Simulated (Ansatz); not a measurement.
TiAl: moving Ti off its site

TiAl, P-6m2, a = 2.867 Å, c = 4.678 Å (as given, not relaxed at this level: -1.1 GPa). The structure is a Materials Project entry; whether it is the stable form wasn't checked. Ansatz: r2SCAN, PAW, 500 eV, Γ-centred 18×18×10 mesh on 2 atoms, Gaussian smearing 0.15 eV; no spin polarisation.

```yaml
crystal:
  lattice:
    - [2.86726, 0.00000, 0.00000]
    - [-1.43363, 2.48312, 0.00000]
    - [0.00000, 0.00000, 4.67808]
  atoms:
    - { symbol: Ti, position: [0.00000, 0.00000, 0.00000] }
    - { symbol: Al, position: [0.33333, 0.66667, 0.50000] }
```

Atom 1 (Ti) moves by x along the unit vector (0.577, 0.577, 0.577), with its periodic images; all else is held. y is the free energy of the cell over the start, F the force along the path summed over the moved atoms.

```tsv
x (Å)	y (meV)	F (eV/Å)
-0.300	?	?
-0.225	103.2	0.95
-0.150	44.8	0.61
0.000	0.0	0.00
0.075	10.7	-0.28
0.150	42.4	-0.56
0.225	95.1	-0.84
0.300	168.8	-1.13
```

Task: Fit y = c2 x² + c3 x³ + c4 x⁴ to the energies of the other rows, give the force constant, and predict energy and force of the missing row.

Result: Least squares on the rows shown. y = 1925.5 x² − 357.18 x³ + 637.27 x⁴. The force constant is 2 c2 = 3.85 eV/Å² (for all images moving together, not for a lone atom). The force −dy/dx at the missing row is 1.32 eV/Å (computed 1.33). At x = -0.300 the fit asked for gives 188.1 meV. The run gave 188.6 meV, so the fit is 0.5 meV too low, a small miss on the scale of the series.

The well is nearly harmonic but lopsided: at the largest displacement, the negative side costs 188.6 meV and the positive side 168.8 meV, and the smaller paired steps show the same order. Because all Ti atoms shift together, the Ti-Ti distances stay fixed, and the restoring force comes from the changing registry between the Ti and Al layers. The negative direction points more directly at a neighbouring Al atom, so short-range repulsion probably rises faster there, while the positive direction passes more to the side of its nearest Al.

Symmetry permits this asymmetry, since the Ti site has no inversion centre. The horizontal mirror makes a purely axial shift even in displacement, so the cubic term must involve the in-plane part of the motion. The fitted force constant likewise mixes axial and in-plane stiffness and belongs to neither optical mode alone. The positive curvature shows a restoring force against this uniform sublattice shift, but doesn't establish dynamical stability against distortions that vary from cell to cell.
